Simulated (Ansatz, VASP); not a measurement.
## Co: VASP beside Ansatz

```
CELL_PARAMETERS angstrom
0.00000 2.42053 2.42053
2.42053 0.00000 2.42053
2.42053 2.42053 0.00000
ATOMIC_POSITIONS crystal
Co 0.50000 0.50000 0.50000
Co 0.75000 0.75000 0.75000
```

Alike in both runs: functional PBEsol; k mesh 6 × 6 × 6; occupations gaussian, width 0.1 eV; no spin polarisation.

Ansatz relaxed the structure, and its values are those at the end. VASP's run is a single point on that final structure, the one shown.

|  | VASP | Ansatz |
| --- | --- | --- |
| version | VASP 6.6.1 | Ansatz 0.2.0 |
| potentials or method | VASP PAW PBE potentials, release 64 (Co) | scalar-relativistic, plane waves, PAW |
| plane-wave cutoff (eV) | 520 | 420 |
| valence electrons in the cell | 18 | 34 |

```tsv
	VASP	Ansatz	Ansatz less VASP
gap on the k mesh at the Fermi level (eV)	none	none	-
pressure (GPa)	-1.4	0.1	+1.54
```

A gap of «none» marks a metal or a gap that the smearing closes. With one functional, cell and mesh, what is left measures potentials, basis and numerics. The two sets of potentials don't hold the same shells in valence.

Caveats: the k mesh is coarse (spacing up to 0.37 Å⁻¹), so the values aren't converged; the PAW data sets were made with another functional, which shifts forces and pressure a little (VASP); the run has no spin polarisation, though such a crystal can be magnetic. Spin polarisation is off, so any magnetic state and its effect on volume and gap are missing.
